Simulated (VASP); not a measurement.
# A VASP 6.6.1 single-point calculation on InP

INCAR

```
IBRION = -1
NBANDS = 16
ENCUT = 520
LCHARG = .FALSE.
LASPH = .TRUE.
NSW = 0
LWAVE = .FALSE.
LREAL = .FALSE.
ISIF = 2
ADDGRID = .TRUE.
ISMEAR = -1
EDIFF = 0.001
GGA = 91
NELM = 93
SIGMA = 0.02
PREC = Accurate
```

KPOINTS

```
KPOINTS created by Atomic Simulation Environment
0
Gamma
8 8 8
0 0 0
```

POSCAR

```
In P
 1.0000000000000000
     0.0000000000000000    3.1088614890000001    3.1088614890000001
     3.1088614890000001    0.0000000000000000    3.1088614890000001
     3.1088614890000001    3.1088614890000001    0.0000000000000000
 In  P
   1   1
Cartesian
  0.0000000000000000  0.0000000000000000  0.0000000000000000
  1.5544307445000001  1.5544307445000001  1.5544307445000001
```

The recommended PBE PAW datasets give the neutral cell 18 valence electrons.

Command

```
mpirun -np 1 vasp_std
```

OSZICAR

```
N       E                     dE             d eps       ncg     rms          rms(c)
DAV:   1     0.111961521578E+03    0.11196E+03   -0.83428E+03   928   0.120E+03
DAV:   2    -0.549418399311E+00   -0.11251E+03   -0.10781E+03  1008   0.291E+02
DAV:   3    -0.845934971173E+01   -0.79099E+01   -0.78720E+01  1232   0.758E+01
DAV:   4    -0.868699713778E+01   -0.22765E+00   -0.22757E+00  1192   0.143E+01
DAV:   5    -0.869773460121E+01   -0.10737E-01   -0.10737E-01  1424   0.256E+00    0.437E+00
DAV:   6    -0.832393025474E+01    0.37380E+00   -0.69344E-01  1504   0.117E+01    0.252E+00
DAV:   7    -0.831082190806E+01    0.13108E-01   -0.11263E-01  1248   0.226E+00    0.104E+00
DAV:   8    -0.831133788245E+01   -0.51597E-03   -0.94688E-03  1144   0.105E+00
   1 F= -.83113379E+01 E0= -.83112605E+01  d E =-.154830E-03
```

Standard output (part)

```
POSCAR found type information on POSCAR InP
 POSCAR found :  2 types and       2 ions
 LDA part: xc-table for (Slater(with rela. corr.)+CA(PZ))
 , standard interpolation
 POSCAR, INCAR and KPOINTS ok, starting setup
 WAVECAR not read
 entering main loop
```

From OUTCAR

```
k-points           NKPTS =     29   k-points in BZ     NKDIM =     29   number of bands    NBANDS=     16

   NELECT =      18.0000    total number of electrons

   dimension x,y,z NGX =    36 NGY =   36 NGZ =   36
   dimension x,y,z NGXF=    72 NGYF=   72 NGZF=   72

  energy-cutoff  :      520.00
  volume of cell :       60.09
      direct lattice vectors                 reciprocal lattice vectors
     0.000000000  3.108861489  3.108861489    -0.160830581  0.160830581  0.160830581
     3.108861489  0.000000000  3.108861489     0.160830581 -0.160830581  0.160830581
     3.108861489  3.108861489  0.000000000     0.160830581  0.160830581 -0.160830581

 k-points in reciprocal lattice and weights: KPOINTS created by Atomic Simulation Env
   0.00000000  0.00000000  0.00000000       0.002
   0.12500000  0.00000000  0.00000000       0.016
   0.25000000  0.00000000  0.00000000       0.016
   0.37500000  0.00000000  0.00000000       0.016
   0.50000000  0.00000000  0.00000000       0.008
   0.12500000  0.12500000  0.00000000       0.012
   0.25000000  0.12500000  0.00000000       0.047
   0.37500000  0.12500000  0.00000000       0.047
   ...

 E-fermi :   3.3816

 k-point     1 :       0.0000    0.0000    0.0000
  band No.  band energies     occupation
      1     -10.5563      2.00000
      2     -10.5563      2.00000
      3     -10.5563      2.00000
      4     -10.4725      2.00000
      5     -10.4725      2.00000
      6      -7.0813      2.00000
      7       3.0993      2.00000
      8       3.3674      1.33934
      9       3.3674      1.33933
     10       3.3674      1.33932
     11       7.4092      0.00000
     12       7.4092      0.00000
     13       7.4092      0.00000
     14      11.1205      0.00000
     15      12.5465      0.00000
     16      12.5465      0.00000

 k-point     2 :       0.1250    0.0000    0.0000
  band No.  band energies     occupation
      1     -10.5648      2.00000
      2     -10.5523      2.00000
      3     -10.5523      2.00000
      4     -10.4723      2.00000
      5     -10.4723      2.00000
      6      -6.9483      2.00000
      7       1.7169      2.00000
      8       3.2303      1.99896
      9       3.2303      1.99896
     10       4.3481      0.00000
     11       7.4341      0.00000
     12       7.6296      0.00000
     13       7.6296      0.00000
     14      11.8597      0.00000
     15      11.9954      0.00000
     16      11.9954      0.00000

 k-point     3 :       0.2500    0.0000    0.0000
  band No.  band energies     occupation
      1     -10.5851      2.00000
      2     -10.5438      2.00000
      3     -10.5438      2.00000
      4     -10.4709      2.00000
      5     -10.4709      2.00000
      6      -6.5819      2.00000
      7       0.1902      2.00000
      8       2.9481      2.00000
      9       2.9481      2.00000
     10       4.6316      0.00000
     11       7.9991      0.00000
     12       7.9991      0.00000
     13       8.1652      0.00000
     14      11.7781      0.00000
     15      11.7781      0.00000
     16      12.0638      0.00000

 ...

  Total       -2.2725040     -2.2725040     -2.2725040      0.0000000      0.0000000      0.0000000
  in kB      -60.5872332    -60.5872332    -60.5872332      0.0000000      0.0000000      0.0000000
  external PRESSURE =     -60.5872332 kB  Pullay stress =       0.0000000 kB

 POSITION                                       TOTAL-FORCE (eV/Angst)
 -----------------------------------------------------------------------------------
      0.00000      0.00000      0.00000         0.000000     -0.000000     -0.000000
      1.55443      1.55443      1.55443        -0.000000      0.000000      0.000000
 -----------------------------------------------------------------------------------
    total drift:                               -0.000000     -0.000000     -0.000000

  FREE ENERGIE OF THE ION-ELECTRON SYSTEM (eV)
  ---------------------------------------------------
  free  energy   TOTEN  =        -8.3113378824 eV

  energy  without entropy=       -8.3111830528  energy(sigma->0) =       -8.31126047
```

It converged. Results: gap between bands v and c on the k mesh 0.00 eV; least direct gap on the k mesh 0.00 eV; pressure -6.1 GPa. Band v is the last that the valence electrons fill when counted band by band, and c is the next.

For comparison, a separate PBE run of the intended cell, on usual settings and not on those above, gives a gap of 0.00 eV on its mesh and a pressure of -5.6 GPa.

The run above took about 31 s on one core of a shared host (Intel Xeon Platinum 8488C) and held 0.31 GiB at most.
